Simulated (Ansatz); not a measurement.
A generator proposed this cell of AlRu.

Space group Fm-3m (No. 225). a = 4.984 Å, b = 4.984 Å, c = 4.984 Å, α = 90.00°, β = 90.00°, γ = 90.00°
| atom | site | symmetry | x | y | z |
| --- | --- | --- | --- | --- | --- |
| Al | 4a | m-3m | 0.0000 | 0.0000 | 0.0000 |
| Ru | 4b | m-3m | 0.5000 | 0.0000 | 0.0000 |

Method: DFT PBE, scalar-relativistic, plane waves, PAW in Ansatz 0.2.0. Cutoff 420 eV; k points 6×6×6 on the computed 2-atom cell (Γ-centred); Gaussian smearing, width 0.10 eV; no spin polarisation.

Formation energies are uncorrected and refer to the elements' standard structures at the same level.

Question: How far from equilibrium is it?

Answer: The pressure is 0.1 GPa (near zero), the largest force is 0.00 eV/Å (symmetry fixes the atoms), and the energy is +0.16 eV/atom against the elements. The shortest distance is 2.49 Å.

Question: How much does it gain on relaxing, and where does it end?

Answer: Relaxing gains under 0.1 eV/atom (the start's value is from the coarse mesh, so the gain is rough) in 3 ionic steps and ends at +0.15 eV/atom on the finer mesh. The symmetry stays Fm-3m (No. 225). The end has the rock salt type. The volume per atom stays near 15.5 Å³. The shortest distance stays 2.49 Å (Al–Ru). Conventional cell: a = 4.982 Å. Around Al lie 6 Ru at 2.49 Å; around Ru lie 6 Al at 2.49 Å.

The last run used collinear spin, a 20×20×20 mesh for its 2-atom cell and Gaussian smearing of 0.10 eV. The relaxation can't lower the symmetry of the start. A structure relaxed within its symmetry needn't be a true minimum. Another cell of AlRu relaxed alike but without spin, in Pm-3m, lies 0.79 eV/atom lower, so this cell isn't the stable form at this level.
